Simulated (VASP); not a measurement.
The system is CdS (Greenockite).

```
Cd S
1.0
     4.19696    0.00000    0.00000
    -2.09848    3.63467    0.00000
     0.00000    0.00000    6.82791
Cd S
2 2
Direct
  0.33333 0.66667 0.99920
  0.66667 0.33333 0.49920
  0.33333 0.66667 0.37580
  0.66667 0.33333 0.87580
```

```yaml
Program: VASP 6.6.1
Task: relaxation of cell and atoms
Functional: PBEsol
Potentials_or_basis: VASP PAW PBE potentials, release 64 (Cd, S)
Cutoff: 600 eV
k_mesh: 6 × 6 × 4
Occupations: fermi-dirac, width 0.02 eV
Spin: no spin polarisation
```

At the start: pressure -2.6 GPa; volume 26.04 Å³/atom.

How do energy, volume and symmetry change on relaxing?

Over 3 steps the energy falls by 9.9 meV/atom and the volume is 24.85 Å³/atom (-4.6 %); space group P6_3mc (No. 186, to 0.05 Å).

Step by step:
| step | energy change (eV) | largest force (eV/Å) | pressure (GPa) | volume (Å³) |
| --- | --- | --- | --- | --- |
| 1 | 0.0000 | 0.0009 | -2.56 | 104.16 |
| 2 | -0.0357 | 0.0034 | 0.90 | 98.02 |
| 3 | -0.0396 | 0.0021 | 0.02 | 99.41 |

Final structure:
```
Cd S
1.0
     4.13231    0.00000    0.00000
    -2.06616    3.57869    0.00000
     0.00000    0.00000    6.72228
Cd S
2 2
Cartesian
  0.0000 2.3858 6.7169
  2.0662 1.1929 3.3557
  0.0000 2.3858 2.5263
  2.0662 1.1929 5.8874
```

Caveat: the PAW data sets were made with another functional, which shifts forces and pressure a little.
